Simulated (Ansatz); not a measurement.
## Al2Pt in Ansatz: the effect of functional

Al2Pt:

```
Pt Al
1.0
     0.00000    2.93517    2.93517
     2.93517    0.00000    2.93517
     2.93517    2.93517    0.00000
Pt Al
1 2
Direct
  0.00000 0.00000 0.00000
  0.75000 0.75000 0.75000
  0.25000 0.25000 0.25000
```

The cell isn't the ideal one: volume scaled by 0.98.

Alike in all runs:

- Program: Ansatz 0.2.0
- Task: single point
- Potentials or basis: Ansatz PAW
- k mesh: 8 × 8 × 8
- Occupations: fermi-dirac, width 0.05 eV
- Spin: no spin polarisation

```tsv
functional	cutoff	pressure (GPa)
LDA	420 eV (not typed: the program's choice for these potentials)	-1.2
PBEsol	420 eV (not typed: the program's choice for these potentials)	?
r2SCAN	500 eV (not typed: the program's choice for these potentials)	2.5
```

Task: What does the run with functional PBEsol give?

Result: Pressure 1.9 GPa.

Caveats: the PAW data sets come from PBE, with cores solved anew for the run's functional, which leaves a small shift of forces and pressure.
